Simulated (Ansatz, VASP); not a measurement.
# Pd in VASP and in Ansatz

```
Pd
1.0
     0.00000    1.92182    1.92182
     1.92182    0.00000    1.92182
     1.92182    1.92182    0.00000
Pd
1
Direct
  0.00000 0.00000 0.00000
```

Alike in both runs: functional LDA; k mesh 16 × 16 × 16; occupations fermi-dirac, width 0.15 eV; no spin polarisation.

Ansatz relaxed the structure, and its values are those at the end. VASP's run is a single point on that final structure, the one shown.

```csv
,VASP,Ansatz
version,VASP 6.6.1,Ansatz 0.2.0
potentials or method,"VASP PAW LDA potentials, release 64 (Pd)","scalar-relativistic, plane waves, PAW"
plane-wave cutoff (eV),520,600
valence electrons in the cell,10,18
```

Ansatz gave:

| Item | Value |
| --- | --- |
| gap on the k mesh at the Fermi level (eV) | none |
| pressure (GPa) | 0.0 |

Task: What did VASP give for the same quantities?

Result: gap on the k mesh at the Fermi level (eV): none; pressure (GPa): 0.4.

A gap of «none» marks a metal or a gap that the smearing closes. The two sets of potentials don't hold the same shells in valence. Ansatz warned: «pseudo_functional_mismatch».
